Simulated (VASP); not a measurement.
Wanted: the native input for a VASP 6.6.1 run.

- Task: band structure
- Functional: PBE
- Potentials or basis: VASP PAW PBE potentials, release 64 (F_GW, Li_GW)
- Cutoff: 550 eV
- k mesh: 11 × 11 × 11
- Occupations: fermi-dirac, width 0.05 eV
- Spin: no spin polarisation
- Further INCAR settings: ALGO = Fast; EDIFF = 1e-07

Crystal: LiF (Griceite).

```xyz
2
Lattice="0.0000 2.0140 2.0140 2.0140 0.0000 2.0140 2.0140 2.0140 0.0000" Properties=species:S:1:pos:R:3 pbc="T T T"
F     2.0140    2.0140    2.0140
Li    0.0000    0.0000    0.0000
```

One way to write it, as run:

POSCAR

```
LiF
1.0
    0.0000000000      2.0140000000      2.0140000000
    2.0140000000      0.0000000000      2.0140000000
    2.0140000000      2.0140000000      0.0000000000
F Li
1 1
Direct
    0.5000000000      0.5000000000      0.5000000000
    0.0000000000      0.0000000000      0.0000000000
```

INCAR.step1

```
SYSTEM = LiF
PREC = Accurate ; ENCUT = 550
EDIFF = 1E-7 ; ISMEAR = -1
SIGMA = 0.05 ; LREAL = .FALSE.
LASPH = .TRUE. ; NELM = 60
ALGO = Fast ; ISIF = 2
LWAVE = .FALSE. ; LCHARG = .TRUE.
GGA = PE
```

KPOINTS.step1

```
regular mesh
0
G
  11 11 11
  0 0 0
```

INCAR.step2

```
SYSTEM = LiF
PREC = Accurate ; ENCUT = 550
EDIFF = 1E-7 ; ISMEAR = 0
SIGMA = 0.05 ; LREAL = .FALSE.
LASPH = .TRUE. ; NELM = 60
ALGO = Fast ; ISIF = 2
LWAVE = .FALSE. ; LCHARG = .FALSE.
GGA = PE ; ICHARG = 11
```

KPOINTS.step2

```
path GXWKGLUWLK,UX
15
line-mode
reciprocal
 0.0000000000  0.0000000000  0.0000000000  G
 0.5000000000  0.0000000000  0.5000000000  X

 0.5000000000  0.0000000000  0.5000000000  X
 0.5000000000  0.2500000000  0.7500000000  W

 0.5000000000  0.2500000000  0.7500000000  W
 0.3750000000  0.3750000000  0.7500000000  K

 0.3750000000  0.3750000000  0.7500000000  K
 0.0000000000  0.0000000000  0.0000000000  G

 0.0000000000  0.0000000000  0.0000000000  G
 0.5000000000  0.5000000000  0.5000000000  L

 0.5000000000  0.5000000000  0.5000000000  L
 0.6250000000  0.2500000000  0.6250000000  U

 0.6250000000  0.2500000000  0.6250000000  U
 0.5000000000  0.2500000000  0.7500000000  W

 0.5000000000  0.2500000000  0.7500000000  W
 0.5000000000  0.5000000000  0.5000000000  L

 0.5000000000  0.5000000000  0.5000000000  L
 0.3750000000  0.3750000000  0.7500000000  K

 0.6250000000  0.2500000000  0.6250000000  U
 0.5000000000  0.0000000000  0.5000000000  X
```

Potentials or basis: VASP PAW PBE potentials, release 64 (F_GW, Li_GW).

The run is started by

```sh
$ cat potpaw_PBE.64/F_GW/POTCAR potpaw_PBE.64/Li_GW/POTCAR > POTCAR
$ cp INCAR.step1 INCAR
$ cp KPOINTS.step1 KPOINTS
$ mpirun -np 1 vasp_std > vasp.out
$ cp INCAR.step2 INCAR
$ cp KPOINTS.step2 KPOINTS
$ mpirun -np 1 vasp_std > vasp.out
```

It gave:

```yaml
Band_gap_on_the_k_mesh: 9.05 eV, direct
Band_gap_along_the_path: 9.05 eV, direct
```

Caveat: the log is that of the step along the path at fixed density, whose energy, stress, charges and moments have no meaning.

It took 8.2 s on 1 thread of Intel(R) Xeon(R) 6975P-C (Granite Rapids) (shared host), peak memory 0.15 GiB.
